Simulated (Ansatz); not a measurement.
Hf2N: a faulty run and its cure

The input below was meant for crystalline Hf2N, with PBEsol, plane waves and PAW in Ansatz.

```yaml
crystal:
  lattice:
    - [5.31312402, 0.0, 0.0]
    - [0.0, 5.31312402, 0.0]
    - [0.0, 0.0, 3.24209839]
  atoms:
    - { symbol: Hf, position: [0.29553637, 0.29553637, 0.0] }
    - { symbol: Hf, position: [0.70446363, 0.70446363, 0.0] }
    - { symbol: Hf, position: [0.79553637, 0.20446363, 0.5] }
    - { symbol: Hf, position: [0.20446363, 0.79553637, 0.5] }
    - { symbol: "N", position: [0.0, 0.0, 0.0] }
    - { symbol: "N", position: [0.5, 0.5, 0.5] }
basis:
  ecutwfc: 420
kpoints:
  mp_grid: { grid: [8, 8, 12] }
hamiltonian:
  xc: pbesol
  hubbard: { sites: [{ species: Fe, l: d, u_eff: 4.0 }] }
scf:
  occupations: { method: gaussian, width: 0.1 }
output:
  forces: true
  stress: true
  eigenvalues: true
```

Command:

```bash
ansatz run input.yaml --threads 1 --pin off --max-ram 2560MiB --backend cpu --events-out ev --progress --plain --runs-dir out
```

From the log:

```text
Error: inconsistent input (hamiltonian.hubbard.sites[].species, crystal.atoms): hamiltonian.hubbard: Fe is not a species of this cell
```

Task: Why did this happen?

Result: The fault is a Hubbard U on a species that isn't in the cell. The entry names no atom of the cell. The cure is the entry removed.

The change to the input:

```diff
 hamiltonian:
-  hubbard: { sites: [{ species: Fe, l: d, u_eff: 4.0 }] }
```

Result of the mended run: a pressure of -2.27 GPa, a largest force of 0.004 eV/Å.

Time of the mended run: 48 s on 1 thread of Arm Neoverse V1 (shared host), peak memory 0.68 GiB.